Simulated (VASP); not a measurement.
A run of VASP 6.6.1 is set up as follows.

The input INCAR:

```
SYSTEM = Si
PREC = Accurate ; ENCUT = 520
EDIFF = 1E-7 ; ISMEAR = 0
SIGMA = 0.02 ; LREAL = .FALSE.
LASPH = .TRUE. ; NELM = 60
ALGO = Fast ; ISIF = 2
LWAVE = .FALSE. ; LCHARG = .FALSE.
GGA = PE ; NBANDS = 11
```

File KPOINTS:

```
regular mesh
0
G
  14 14 14
  0 0 0
```

POSCAR

```
Si
1.0
    0.0000000000      2.7351157585      2.7351157585
    2.7351157585      0.0000000000      2.7351157585
    2.7351157585      2.7351157585      0.0000000000
Si
2
Direct
    0.0000000000      0.0000000000      0.0000000000
    0.2500000000      0.2500000000      0.2500000000
```

Potentials or basis: VASP PAW PBE potentials, release 64 (Si).

Command:

```bash
$ cat potpaw_PBE.64/Si/POTCAR > POTCAR
$ mpirun -np 1 vasp_std > vasp.out
```

Task: What does it give for the pressure?

Result: -0.1 GPa.

Task: Estimate the band gap on the k mesh.

Result: 0.61 eV, indirect (least direct gap 2.56 eV).

A k mesh can miss the band edges. A hybrid or GW would open this gap; PBE tends to underestimate it.
